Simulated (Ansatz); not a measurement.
# 6 guesses for TiAl3 and where they end

All numbers below come from DFT PBE, scalar-relativistic, plane waves, PAW (Ansatz). All cells share a 420 eV cutoff and Γ-centred k meshes spaced at most about 0.3 Å⁻¹ (about 0.25 or finer for metals, 2π included). No spin polarisation in the final relaxations.

Each guess was relaxed in cell and atoms at zero pressure, within the symmetry of its start. All energies are static (0 K, no zero-point motion). Coordination counts all near atoms (those within 1.25 times the shortest distance at each site; a plus sign parts nearer from farther groups).

```tsv
guess	made from	start group	V start (Å³/atom)	end group	V end (Å³/atom)	coordination at the end	gap on mesh (eV)	E over the lowest end (meV/atom)
1	random cell	P4/mmm	16.6	P4/mmm	19.7	Ti 6, Al 6	0	793
2	Mn3Fe type	Pmmm	16.3	Pmmm	16.3	Ti 12, Al 12	0	116
3	ErGa3 type	Pm-3m	14.2	Pm-3m (Cu3Au (L1_2))	15.8	Ti 12, Al 12	0	0
4	La3Mg type	P6_3/mmc	18.7	P6_3/mmc (Ni3Sn (D0_19))	15.9	Ti 12, Al 12	0	51
5	random cell	Fm-3m	15.4	?	?	?	?	?
6	Co3H type	P6_3/mmc	13.0	P6_3/mmc	16.7	Ti 12, Al 12	0	273
```

Guess 5 as it starts:

```
Ti Al
1.0
     0.00000    3.13403    3.13403
     3.13403    0.00000    3.13403
     3.13403    3.13403    0.00000
Ti Al
1 3
Direct
  0.50000 0.50000 0.50000
  0.00000 0.00000 0.00000
  0.25000 0.25000 0.25000
  0.75000 0.75000 0.75000
```

Problem. Predict the end of this guess and its energy over the lowest end.

Solution. It ends in the BiF3 (D0_3) type, space group Fm-3m (No. 225), with a = 6.395 Å, 16.3 Å³/atom and no gap. It lies 0.40 eV/atom over the lowest end, above guess 6 and below guess 1. Counting all near atoms, this end has Ti 8+6, Al 8+6 and the lowest (guess 3) has Ti 12, Al 12.

```yaml
crystal:
  lattice:
    - [0.00000, 3.19742, 3.19742]
    - [3.19742, 0.00000, 3.19742]
    - [3.19742, 3.19742, 0.00000]
  atoms:
    - { symbol: Ti, position: [0.50000, 0.50000, 0.50000] }
    - { symbol: Al, position: [0.00000, 0.00000, 0.00000] }
    - { symbol: Al, position: [0.25000, 0.25000, 0.25000] }
    - { symbol: Al, position: [0.75000, 0.75000, 0.75000] }
```

Formation energies are uncorrected and refer to the elements' standard structures at the same level.

Problem. Is the lowest end bound against the elements?

Solution. Yes: its formation energy is −0.37 eV/atom. It lies below the elements, which doesn't yet make it stable against other compounds or structures.

A magnetic state wasn't ruled out in cells without spin, among them P6_3/mmc at 16.7 Å³/atom. Cells relaxed within their symmetry can be saddle points. A lower structure may well exist outside this small set. Some candidate types were left out of the draw beforehand, so a known form may be missing.
